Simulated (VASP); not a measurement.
A run of VASP 6.6.1:

Contents of INCAR:

```
PREC     = Accurate       # precision mode
ENCUT    = 600            # plane-wave cutoff, eV
EDIFF    = 1E-6           # SCF threshold, eV
ISMEAR   = 0              # smearing method
SIGMA    = 0.03           # smearing width, eV
LREAL    = False          # projectors in reciprocal space
LASPH    = True           # aspherical terms in the spheres
NELM     = 80             # most SCF steps
ALGO     = Normal         # electronic algorithm
ISIF     = 3              # what is computed and relaxed
LWAVE    = False          # write WAVECAR
LCHARG   = False          # write CHGCAR
GGA      = PS             # functional
IBRION   = 2              # ionic algorithm
NSW      = 90             # ionic steps
EDIFFG   = -0.01          # ionic threshold
KPAR     = 4
```

The input KPOINTS:

```
Automatic mesh
0
Gamma
  6 6 5
```

POSCAR

```
AlGa7N8
1.0
    0.0000000000      0.0000000000     -5.1492053200
    3.1696618100      5.4900153000      0.0000000000
    3.1696618100     -5.4900153000      0.0000000000
Al Ga N
1 7 8
Direct
    0.0000000000      0.1666666700      0.3333333300
    0.0000000000      0.1666666700      0.8333333300
    0.0000000000      0.6666666700      0.3333333300
    0.0000000000      0.6666666700      0.8333333300
    0.5000000000      0.3333333300      0.6666666700
    0.5000000000      0.3333333300      0.1666666700
    0.5000000000      0.8333333300      0.6666666700
    0.5000000000      0.8333333300      0.1666666700
    0.6250000000      0.1666666700      0.3333333300
    0.6250000000      0.1666666700      0.8333333300
    0.6250000000      0.6666666700      0.3333333300
    0.6250000000      0.6666666700      0.8333333300
    0.1250000000      0.3333333300      0.6666666700
    0.1250000000      0.3333333300      0.1666666700
    0.1250000000      0.8333333300      0.6666666700
    0.1250000000      0.8333333300      0.1666666700
```

Potentials or basis: VASP PAW PBE potentials, release 64 (Al, Ga_d, N).

Command:

```console
$ cat potpaw_PBE.64/Al/POTCAR potpaw_PBE.64/Ga_d/POTCAR potpaw_PBE.64/N/POTCAR > POTCAR
$ mpirun -np 4 vasp_std > vasp.out
```

Hardware: 4 MPI ranks on Intel(R) Xeon(R) Platinum 8488C (Sapphire Rapids) (shared host).

Q: How long does it take, and how much memory?

A: Run time: 52 min on 4 MPI ranks on Intel(R) Xeon(R) Platinum 8488C (Sapphire Rapids), with other jobs on the host, peak memory 1.2 GiB a rank. Counts: scf iterations 83, k points 92, ion steps 11.
